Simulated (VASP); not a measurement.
# AgCl (F-43m) in VASP: further runs, part 2 of 2

VASP 6.6.1. Earlier steps stand in the parts before.

## (3) Electric field gradients, PBE

The input, INCAR:

```
PREC = Accurate
ENCUT = 520
EDIFF = 1E-8
ISMEAR = -1
SIGMA = 0.03
LREAL = False
LASPH = True
NELM = 100
ALGO = Normal
ISIF = 2
LWAVE = False
LCHARG = False
GGA = PE
LEFG = True
NBANDS = 16
```

The input, KPOINTS:

```
Automatic mesh
0
Gamma
  11 11 11
```

The input, POSCAR:

```
AgCl
1.0
    0.0000000000      3.0295479172      3.0295479172
    3.0295479172      0.0000000000      3.0295479172
    3.0295479172      3.0295479172      0.0000000000
Ag Cl
1 1
Direct
    0.0000000000      0.0000000000      0.0000000000
    0.2500000000      0.2500000000      0.2500000000
```

Potentials or basis: VASP PAW PBE potentials, release 64 (Ag, Cl).

Run with:

```bash
$ cat potpaw_PBE.64/Ag/POTCAR potpaw_PBE.64/Cl/POTCAR > POTCAR
$ mpirun -np 1 vasp_std > vasp.out
```

OUTCAR:

```text
PREC = Accurate
   ENCUT = 520
   EDIFF = 1E-8
   ISMEAR = -1
   LREAL = False
   LASPH = True
   NELM = 100
   ISIF = 2
   GGA = PE

 ion  position               nearest neighbor table
   1  0.000  0.000  0.000-   2 2.62   2 2.62   2 2.62   2 2.62
   2  0.250  0.250  0.250-   1 2.62   1 2.62   1 2.62   1 2.62

  LATTYP: Found a face centered cubic cell.
 ALAT       =     6.0590958344

  Lattice vectors:

 A1 = (   0.0000000000,   3.0295479172,   3.0295479172)
 A2 = (   3.0295479172,   0.0000000000,   3.0295479172)
 A3 = (   3.0295479172,   3.0295479172,   0.0000000000)

Analysis of symmetry for initial positions (statically):
=====================================================================
 Subroutine PRICEL returns:
 Original cell was already a primitive cell.

 Routine SETGRP: Setting up the symmetry group for a
 face centered cubic supercell.

 Subroutine GETGRP returns: Found 24 space group operations
 (whereof 24 operations were pure point group operations)
 out of a pool of 48 trial point group operations.

The static configuration has the point symmetry T_d .

Analysis of symmetry for dynamics (positions and initial velocities):
=====================================================================
 Subroutine PRICEL returns:
 Original cell was already a primitive cell.

 Routine SETGRP: Setting up the symmetry group for a
 face centered cubic supercell.

 Subroutine GETGRP returns: Found 24 space group operations
 (whereof 24 operations were pure point group operations)
 out of a pool of 48 trial point group operations.

[... 158 lines left out ...]
      2      -2.4817      2.00000
      3      -2.4817      2.00000
      4      -2.4817      2.00000
      5      -0.6154      2.00000
      6      -0.6154      2.00000
[... 433 lines left out ...]
      3      -2.3573      2.00000
      4      -2.3553      2.00000
      5      -0.6561      2.00000
      6      -0.5682      2.00000
[... 8 lines left out ...]
     15      13.8155      0.00000
     16      15.6042      0.00000

 [... further k-points ...]

------------------------ aborting loop because EDIFF is reached ----------------------------------------

  FORCE on cell =-STRESS in cart. coord.  units (eV):
  Direction    XX          YY          ZZ          XY          YZ          ZX
  --------------------------------------------------------------------------------------
  -------------------------------------------------------------------------------------
  Total       -0.0356839     -0.0356839     -0.0356839      0.0000000      0.0000000      0.0000000
  in kB       -1.0280610     -1.0280610     -1.0280610      0.0000000      0.0000000      0.0000000
  external PRESSURE =      -1.0280610 kB  Pullay stress =       0.0000000 kB

 VOLUME and BASIS-vectors are now :
 -----------------------------------------------------------------------------
  energy-cutoff  :      520.00
  volume of cell :       55.61
      direct lattice vectors                 reciprocal lattice vectors
     0.000000000  3.029547917  3.029547917    -0.165041126  0.165041126  0.165041126
     3.029547917  0.000000000  3.029547917     0.165041126 -0.165041126  0.165041126
     3.029547917  3.029547917  0.000000000     0.165041126  0.165041126 -0.165041126

 POSITION                                       TOTAL-FORCE (eV/Angst)
 -----------------------------------------------------------------------------------
      0.00000      0.00000      0.00000         0.000000      0.000000      0.000000
      1.51477      1.51477      1.51477        -0.000000     -0.000000     -0.000000
 -----------------------------------------------------------------------------------
    total drift:                               -0.000000     -0.000000     -0.000000

  FREE ENERGIE OF THE ION-ELECTRON SYSTEM (eV)
  ---------------------------------------------------
  free  energy   TOTEN  =        -5.4531909126 eV

  energy  without entropy=       -5.4531909126  energy(sigma->0) =       -5.45319091

 Electric field gradients (V/A^2)
---------------------------------------------------------------------
 ion       V_xx      V_yy      V_zz      V_xy      V_xz      V_yz
---------------------------------------------------------------------
   1      -0.000    -0.000     0.000     0.001     0.001     0.001
   2       0.000    -0.000     0.000     0.000     0.000     0.000
---------------------------------------------------------------------

 Electric field gradients after diagonalization (V/A^2)
 (convention: |V_zz| > |V_xx| > |V_yy|)
----------------------------------------------------------------------
 ion       V_xx      V_yy      V_zz     asymmetry (V_yy - V_xx)/ V_zz
----------------------------------------------------------------------
   1      -0.001    -0.001     0.003       0.000
   2      -0.000    -0.000     0.000       0.000
----------------------------------------------------------------------

           NMR quadrupolar parameters

 Cq : quadrupolar parameter    Cq=e*Q*V_zz/h
 eta: asymmetry parameters     (V_yy - V_xx)/ V_zz
 Q  : nuclear electric quadrupole moment in mb (millibarn)
----------------------------------------------------------------------
 ion       Cq(MHz)       eta       Q (mb)
----------------------------------------------------------------------
   1       0.000       0.000       1.000
   2       0.000       0.000       1.000
----------------------------------------------------------------------
```

stdout:

```text
POSCAR found type information on POSCAR AgCl
 POSCAR found :  2 types and       2 ions
 scaLAPACK will be used
 LDA part: xc-table for (Slater+PW92), standard interpolation
 POSCAR, INCAR and KPOINTS ok, starting setup
 FFT: planning ... GRIDC
 FFT: planning ... GRID_SOFT
 FFT: planning ... GRID
 WAVECAR not read
 entering main loop
ion   1

ion   2
```

It took 52 s on 1 thread of AMD EPYC 7R13 (Zen 3), shared host; peak memory 0.17 GiB.

Results:

- Free energy: -5.4532 eV
- Pressure: -0.1 GPa
- Band gap on the k mesh: 1.29 eV, direct

Electric field gradients, principal values (V/Å²):
```tsv
atom	Vxx	Vyy	Vzz
1 Ag	-0.001	-0.001	0.003
2 Cl	0.000	0.000	0.000
```

Caveat: an odd mesh through Γ misses points on the zone boundary, where band edges often lie. As with any semilocal functional, this PBE gap is likely too small.
